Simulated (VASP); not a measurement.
# NaF in VASP: relaxing the cell with several functionals

Aim: the equilibrium cell of NaF (CsCl type) with r2SCAN, PBEsol and LDA. This is a trial cell built on a prototype, not taken from a measured structure, and it needn't be the compound's ground state.

The runs shown are made with VASP 6.6.1. PAW datasets, plane waves, zero pressure. No spin polarisation. The prototype was imposed, so other structures may be more stable.

### Step 1. Starting point

The cell comes from an earlier relaxation with PBE in another program.

The symmetry is Pm-3m (No. 221, cubic); a = 2.865 Å in the conventional setting, 11.76 Å³ an atom. Na has 8 F at 2.48 Å; F has 8 Na at 2.48 Å.

As a file:

```cif
data_structure
_symmetry_space_group_name_H-M 'P 1'
_symmetry_Int_Tables_number 1
_cell_length_a 2.8648
_cell_length_b 2.8648
_cell_length_c 2.8648
_cell_angle_alpha 90.000
_cell_angle_beta 90.000
_cell_angle_gamma 90.000
_cell_volume 23.51
loop_
_atom_site_label
_atom_site_type_symbol
_atom_site_fract_x
_atom_site_fract_y
_atom_site_fract_z
_atom_site_occupancy
Na1 Na 0.00000 0.00000 0.00000 1
F1 F 0.50000 0.50000 0.50000 1
```

### Step 2. r2SCAN: cell and atoms

INCAR

```
ENCUT = 600.000000
SIGMA = 0.020000
EDIFF = 1.00e-07
EDIFFG = -5.00e-03
ALGO = Normal
METAGGA = R2SCAN
PREC = Accurate
IBRION = 2
ISIF = 3
ISMEAR = -1
NBANDS = 14
NELM = 120
NSW = 40
LASPH = .TRUE.
LCHARG = .FALSE.
LWAVE = .FALSE.
LREAL = .FALSE.
```

KPOINTS

```
KPOINTS created by Atomic Simulation Environment
0
Gamma
8 8 8
0 0 0
```

POSCAR

```
Na F
 1.0000000000000000
     2.8648043891630715    0.0000000000000000   -0.0000000000000000
     0.0000000000000000    2.8648043891630715    0.0000000000000000
     0.0000000000000000    0.0000000000000000    2.8648043891630715
 Na  F
   1   1
Cartesian
  0.0000000000000000  0.0000000000000000 -0.0000000000000000
  1.4324021945815355  1.4324021945815355  1.4324021945815355
```

Potentials: the recommended PBE PAW datasets, 14 valence electrons in the neutral cell.

Started as:

```sh
$ mpirun -np 1 vasp_std
```

The first run moved the cell so far that it was started again from its end, on a fresh basis. The second run's POSCAR:

```
Na F
 1.0000000000000000
     2.7759894422148124   -0.0000000000000000   -0.0000000000000000
     0.0000000000000000    2.7759894422148124   -0.0000000000000000
     0.0000000000000000    0.0000000000000000    2.7759894422148124
 Na  F
   1   1
Cartesian
  0.0000000000000000  0.0000000000000000  0.0000000000000000
  1.3879947211074062  1.3879947211074062  1.3879947211074062
```

The files below are the second run's.

Standard output, without the iteration lines:

```text
POSCAR found type information on POSCAR NaF
 POSCAR found :  2 types and       2 ions
 -----------------------------------------------------------------------------
|                                                                             |
|                                                                             |
|     You enforced a specific xc type in the INCAR file but a different       |
|     I HOPE YOU KNOW WHAT YOU ARE DOING!                                     |
|                                                                             |
 -----------------------------------------------------------------------------

 LDA part: xc-table for (None), standard interpolation
 POSCAR, INCAR and KPOINTS ok, starting setup
 FFT: planning ... GRIDC
 FFT: planning ... GRID_SOFT
 FFT: planning ... GRID
 WAVECAR not read
 WARNING: random wavefunctions but no delay for mixing, default for NELMDL
 entering main loop
 curvature:   0.00 expect dE= 0.000E+00 dE for cont linesearch  0.000E+00
 search vector abs. value=  0.674E-05
 reached required accuracy - stopping structural energy minimisation
```

OSZICAR:

```text
N       E                     dE             d eps       ncg     rms          rms(c)
DAV:   1     0.108691319354E+03    0.10869E+03   -0.85742E+03  1000   0.145E+03
DAV:   2    -0.101190151451E+02   -0.11881E+03   -0.11043E+03  1112   0.376E+02
DAV:   3    -0.157137967941E+02   -0.55948E+01   -0.55841E+01  1100   0.731E+01
DAV:   4    -0.157555018246E+02   -0.41705E-01   -0.41703E-01  1136   0.671E+00
DAV:   5    -0.157559146301E+02   -0.41281E-03   -0.41280E-03  1160   0.674E-01    0.457E+00
DAV:   6    -0.123521914216E+02    0.34037E+01   -0.10203E+00  1096   0.132E+01    0.153E+00
DAV:   7    -0.123208121913E+02    0.31379E-01   -0.33013E-01  1114   0.683E+00    0.132E+00
DAV:   8    -0.123512683327E+02   -0.30456E-01   -0.24576E-01   980   0.620E+00    0.121E+00
DAV:   9    -0.123174044320E+02    0.33864E-01   -0.10445E-01  1138   0.463E+00    0.987E-02
DAV:  10    -0.123175240525E+02   -0.11962E-03   -0.51471E-03  1022   0.715E-01    0.630E-02
DAV:  11    -0.123175452899E+02   -0.21237E-04   -0.30812E-04  1052   0.202E-01    0.212E-02
DAV:  12    -0.123175285053E+02    0.16785E-04   -0.11707E-05  1190   0.368E-02    0.563E-03
DAV:  13    -0.123175214974E+02    0.70079E-05   -0.18289E-06  1184   0.133E-02    0.653E-04
DAV:  14    -0.123175170281E+02    0.44693E-05   -0.18231E-07  1108   0.436E-03    0.931E-04
DAV:  15    -0.123175165264E+02    0.50175E-06   -0.82684E-09   568   0.101E-03    0.591E-04
DAV:  16    -0.123175158065E+02    0.71988E-06   -0.16927E-08   538   0.128E-03    0.236E-05
DAV:  17    -0.123175157017E+02    0.10479E-06   -0.83023E-10   526   0.308E-04    0.211E-05
DAV:  18    -0.123175156574E+02    0.44326E-07   -0.76973E-11   514   0.138E-04
   1 F= -.12317516E+02 E0= -.12317516E+02  d E =-.123175E+02
```

From OUTCAR:

```text
k-points           NKPTS =     35   k-points in BZ     NKDIM =     35   number of bands    NBANDS=     14

   NELECT =      14.0000    total number of electrons

   dimension x,y,z NGX =    24 NGY =   24 NGZ =   24
   dimension x,y,z NGXF=    48 NGYF=   48 NGZF=   48

  energy-cutoff  :      600.00
  volume of cell :       21.39
      direct lattice vectors                 reciprocal lattice vectors
     2.775989442  0.000000000  0.000000000     0.360231918  0.000000000  0.000000000
     0.000000000  2.775989442  0.000000000     0.000000000  0.360231918  0.000000000
     0.000000000  0.000000000  2.775989442     0.000000000  0.000000000  0.360231918

 k-points in reciprocal lattice and weights: KPOINTS created by Atomic Simulation Env
   0.00000000  0.00000000  0.00000000       0.002
   0.12500000  0.00000000  0.00000000       0.012
   0.25000000  0.00000000  0.00000000       0.012
   0.37500000  0.00000000  0.00000000       0.012
   0.50000000  0.00000000  0.00000000       0.006
   0.12500000  0.12500000  0.00000000       0.023
   0.25000000  0.12500000  0.00000000       0.047
   0.37500000  0.12500000  0.00000000       0.047
[... 27 more k-points ...]

 E-fermi :  -0.6126

 k-point     1 :       0.0000    0.0000    0.0000
  band No.  band energies     occupation
      1     -22.2074      2.00000
      2     -21.7322      2.00000
      3     -21.7322      2.00000
      4     -21.7322      2.00000
      5      -1.4808      2.00000
      6      -1.4808      2.00000
      7      -1.4808      2.00000
      8       6.1159      0.00000
      9      15.4339      0.00000
     10      15.4339      0.00000
     11      24.8279      0.00000
     12      24.8279      0.00000
     13      24.8279      0.00000
     14      31.4540      0.00000

 k-point     2 :       0.1250    0.0000    0.0000
  band No.  band energies     occupation
      1     -22.3395      2.00000
      2     -21.7276      2.00000
      3     -21.7276      2.00000
      4     -21.5885      2.00000
      5      -1.8995      2.00000
      6      -1.4630      2.00000
      7      -1.4630      2.00000
      8       6.6405      0.00000
      9      15.3063      0.00000
     10      15.7367      0.00000
     11      24.7426      0.00000
     12      24.7426      0.00000
     13      25.1598      0.00000
     14      29.9820      0.00000

 k-point     3 :       0.2500    0.0000    0.0000
  band No.  band energies     occupation
      1     -22.5486      2.00000
      2     -21.7166      2.00000
      3     -21.7166      2.00000
      4     -21.3484      2.00000
      5      -2.7771      2.00000
      6      -1.4197      2.00000
      7      -1.4197      2.00000
      8       7.9273      0.00000
      9      14.6532      0.00000
     10      16.6396      0.00000
     11      24.5249      0.00000
     12      24.5249      0.00000
     13      26.5440      0.00000
     14      26.6731      0.00000

 k-point     4 :       0.3750    0.0000    0.0000
  band No.  band energies     occupation
      1     -22.7061      2.00000
      2     -21.7055      2.00000
      3     -21.7055      2.00000
      4     -21.1553      2.00000
      5      -3.5340      2.00000
      6      -1.3758      2.00000
      7      -1.3758      2.00000
      8       9.5709      0.00000
      9      13.3303      0.00000
     10      18.1035      0.00000
     11      23.3758      0.00000
     12      24.2793      0.00000
     13      24.2793      0.00000
     14      26.7609      0.00000

[... the tables of k-points 5 to 35 left out ...]

  Total        0.0096474      0.0096474      0.0096474     -0.0000000      0.0000000     -0.0000000
  in kB        0.7225502      0.7225502      0.7225502     -0.0000000      0.0000000     -0.0000000
  external PRESSURE =       0.7225502 kB  Pullay stress =       0.0000000 kB

 POSITION                                       TOTAL-FORCE (eV/Angst)
 -----------------------------------------------------------------------------------
      0.00000      0.00000      0.00000         0.000000      0.000000      0.000000
      1.38799      1.38799      1.38799         0.000000      0.000000      0.000000
 -----------------------------------------------------------------------------------
    total drift:                                0.000000      0.000000     -0.000000

  FREE ENERGIE OF THE ION-ELECTRON SYSTEM (eV)
  ---------------------------------------------------
  free  energy   TOTEN  =       -12.3175156574 eV

  energy  without entropy=      -12.3175156574  energy(sigma->0) =      -12.31751566
```

CONTCAR

```
Na F
   1.00000000000000
     2.7759894422148124    0.0000000000000000    0.0000000000000000
     0.0000000000000000    2.7759894422148124    0.0000000000000000
     0.0000000000000000    0.0000000000000000    2.7759894422148124
  Na              F
     1     1
Direct
     0.0000000000000000    0.0000000000000000    0.0000000000000000
     0.5000000000000000    0.5000000000000000    0.5000000000000000

  0.00000000E+00  0.00000000E+00  0.00000000E+00
  0.00000000E+00  0.00000000E+00  0.00000000E+00
```

Run time: 34 s. Hardware: 1 MPI rank of Intel Xeon Platinum 8488C, shared host; peak memory 0.14 GiB.

```
                       before   after   change
                a (Å)   2.865   2.776  -3.10 %
     volume (Å³/atom)  11.756  10.696  -9.02 %
shortest distance (Å)   2.481   2.404  -3.10 %
          space group   Pm-3m   Pm-3m     same
```

### Step 3. Relaxing with PBEsol

Changes to INCAR since step 2:

```diff
@@ -4,4 +4,3 @@
 EDIFFG = -5.00e-03
-ALGO = Normal
-METAGGA = R2SCAN
+GGA = PS
 PREC = Accurate
```

KPOINTS is that of step 2.

POSCAR is that of step 2.

Started as:

```sh
$ mpirun -np 1 vasp_std
```

The first run moved the cell so far that it was started again from its end, on a fresh basis. The second run's POSCAR:

```
Na F
 1.0000000000000000
     2.8128375550184104   -0.0000000000000000    0.0000000000000000
     0.0000000000000000    2.8128375550184104   -0.0000000000000000
    -0.0000000000000000   -0.0000000000000000    2.8128375550184104
 Na  F
   1   1
Cartesian
  0.0000000000000000  0.0000000000000000  0.0000000000000000
  1.4064187775092052  1.4064187775092052  1.4064187775092052
```

The files below are the second run's.

Printed to the terminal (iteration lines stand in OSZICAR):

```text
POSCAR found type information on POSCAR NaF
 POSCAR found :  2 types and       2 ions
 -----------------------------------------------------------------------------
|                                                                             |
|                                                                             |
|     You enforced a specific xc type in the INCAR file but a different       |
|     I HOPE YOU KNOW WHAT YOU ARE DOING!                                     |
|                                                                             |
 -----------------------------------------------------------------------------

 LDA part: xc-table for (Slater+PW92), standard interpolation
 POSCAR, INCAR and KPOINTS ok, starting setup
 FFT: planning ... GRIDC
 FFT: planning ... GRID_SOFT
 FFT: planning ... GRID
 WAVECAR not read
 WARNING: random wavefunctions but no delay for mixing, default for NELMDL
 entering main loop
 curvature:   0.00 expect dE= 0.000E+00 dE for cont linesearch  0.000E+00
 search vector abs. value=  0.537E-05
 reached required accuracy - stopping structural energy minimisation
```

OSZICAR:

```text
N       E                     dE             d eps       ncg     rms          rms(c)
DAV:   1     0.116990282592E+03    0.11699E+03   -0.82776E+03   994   0.138E+03
DAV:   2    -0.331326066428E+01   -0.12030E+03   -0.11142E+03  1112   0.372E+02
DAV:   3    -0.920258105478E+01   -0.58893E+01   -0.58775E+01  1166   0.734E+01
DAV:   4    -0.925053399937E+01   -0.47953E-01   -0.47951E-01  1064   0.680E+00
DAV:   5    -0.925095806431E+01   -0.42406E-03   -0.42406E-03  1202   0.637E-01    0.466E+00
DAV:   6    -0.852980509120E+01    0.72115E+00   -0.21233E+00  1154   0.141E+01    0.171E+00
DAV:   7    -0.849992764497E+01    0.29877E-01   -0.28606E-02  1038   0.295E+00    0.989E-01
DAV:   8    -0.848481956608E+01    0.15108E-01   -0.22973E-02  1028   0.427E+00    0.135E-01
DAV:   9    -0.848510604472E+01   -0.28648E-03   -0.30446E-03  1192   0.655E-01    0.692E-02
DAV:  10    -0.848509459889E+01    0.11446E-04   -0.46066E-04  1088   0.188E-01    0.317E-02
DAV:  11    -0.848508518261E+01    0.94163E-05   -0.44819E-05  1162   0.947E-02    0.189E-03
DAV:  12    -0.848508543948E+01   -0.25686E-06   -0.23845E-06  1064   0.164E-02    0.879E-04
DAV:  13    -0.848508542926E+01    0.10216E-07   -0.13596E-07  1064   0.344E-03
   1 F= -.84850854E+01 E0= -.84850854E+01  d E =-.848509E+01
```

From OUTCAR:

```text
k-points           NKPTS =     35   k-points in BZ     NKDIM =     35   number of bands    NBANDS=     14

   NELECT =      14.0000    total number of electrons

   dimension x,y,z NGX =    24 NGY =   24 NGZ =   24
   dimension x,y,z NGXF=    48 NGYF=   48 NGZF=   48

  energy-cutoff  :      600.00
  volume of cell :       22.26
      direct lattice vectors                 reciprocal lattice vectors
     2.812837555  0.000000000  0.000000000     0.355512887  0.000000000  0.000000000
     0.000000000  2.812837555  0.000000000     0.000000000  0.355512887  0.000000000
     0.000000000  0.000000000  2.812837555     0.000000000  0.000000000  0.355512887

 k-points in reciprocal lattice and weights: KPOINTS created by Atomic Simulation Env
   0.00000000  0.00000000  0.00000000       0.002
   0.12500000  0.00000000  0.00000000       0.012
   0.25000000  0.00000000  0.00000000       0.012
   0.37500000  0.00000000  0.00000000       0.012
   0.50000000  0.00000000  0.00000000       0.006
   0.12500000  0.12500000  0.00000000       0.023
   0.25000000  0.12500000  0.00000000       0.047
   0.37500000  0.12500000  0.00000000       0.047
[... 27 more k-points ...]

 E-fermi :  -0.3728

 k-point     1 :       0.0000    0.0000    0.0000
  band No.  band energies     occupation
      1     -20.7141      2.00000
      2     -20.7141      2.00000
      3     -20.7141      2.00000
      4     -20.5655      2.00000
      5      -1.1700      2.00000
      6      -1.1700      2.00000
      7      -1.1700      2.00000
      8       5.0145      0.00000
      9      14.6541      0.00000
     10      14.6541      0.00000
     11      22.7347      0.00000
     12      22.7347      0.00000
     13      22.7347      0.00000
     14      30.1426      0.00000

 k-point     2 :       0.1250    0.0000    0.0000
  band No.  band energies     occupation
      1     -20.9543      2.00000
      2     -20.7098      2.00000
      3     -20.7098      2.00000
      4     -20.3142      2.00000
      5      -1.5947      2.00000
      6      -1.1517      2.00000
      7      -1.1517      2.00000
      8       5.5381      0.00000
      9      14.4021      0.00000
     10      14.9473      0.00000
     11      22.6879      0.00000
     12      22.6879      0.00000
     13      23.2034      0.00000
     14      28.6326      0.00000

 k-point     3 :       0.2500    0.0000    0.0000
  band No.  band energies     occupation
      1     -21.2113      2.00000
      2     -20.6994      2.00000
      3     -20.6994      2.00000
      4     -20.0272      2.00000
      5      -2.4622      2.00000
      6      -1.1069      2.00000
      7      -1.1069      2.00000
      8       6.7931      0.00000
      9      13.5174      0.00000
     10      15.8242      0.00000
     11      22.5679      0.00000
     12      22.5679      0.00000
     13      24.8183      0.00000
     14      25.3424      0.00000

 k-point     4 :       0.3750    0.0000    0.0000
  band No.  band energies     occupation
      1     -21.3890      2.00000
      2     -20.6890      2.00000
      3     -20.6890      2.00000
      4     -19.8151      2.00000
      5      -3.1968      2.00000
      6      -1.0614      2.00000
      7      -1.0614      2.00000
      8       8.3788      0.00000
      9      12.0688      0.00000
     10      17.2672      0.00000
     11      22.1384      0.00000
     12      22.4325      0.00000
     13      22.4325      0.00000
     14      25.3999      0.00000

[... the tables of k-points 5 to 35 left out ...]

  Total        0.0086121      0.0086121      0.0086121      0.0000000      0.0000000     -0.0000000
  in kB        0.6199882      0.6199882      0.6199882      0.0000000      0.0000000     -0.0000000
  external PRESSURE =       0.6199882 kB  Pullay stress =       0.0000000 kB

 POSITION                                       TOTAL-FORCE (eV/Angst)
 -----------------------------------------------------------------------------------
      0.00000      0.00000      0.00000         0.000000      0.000000      0.000000
      1.40642      1.40642      1.40642         0.000000      0.000000      0.000000
 -----------------------------------------------------------------------------------
    total drift:                                0.000000      0.000000     -0.000000

  FREE ENERGIE OF THE ION-ELECTRON SYSTEM (eV)
  ---------------------------------------------------
  free  energy   TOTEN  =        -8.4850854293 eV

  energy  without entropy=       -8.4850854293  energy(sigma->0) =       -8.48508543
```

CONTCAR

```
Na F
   1.00000000000000
     2.8128375550184104    0.0000000000000000    0.0000000000000000
     0.0000000000000000    2.8128375550184104    0.0000000000000000
     0.0000000000000000    0.0000000000000000    2.8128375550184104
  Na              F
     1     1
Direct
     0.0000000000000000    0.0000000000000000    0.0000000000000000
     0.5000000000000000    0.5000000000000000    0.5000000000000000

  0.00000000E+00  0.00000000E+00  0.00000000E+00
  0.00000000E+00  0.00000000E+00  0.00000000E+00
```

Wall time 6.5 s (1 MPI rank of Intel Xeon Platinum 8488C, shared host); peak memory 0.14 GiB.

|  | before | after | change |
| --- | --- | --- | --- |
| a (Å) | 2.865 | 2.813 | -1.81 % |
| volume (Å³/atom) | 11.756 | 11.128 | -5.34 % |
| shortest distance (Å) | 2.481 | 2.436 | -1.81 % |
| space group | Pm-3m | Pm-3m | same |

(Part 1 of 2 ends here.)
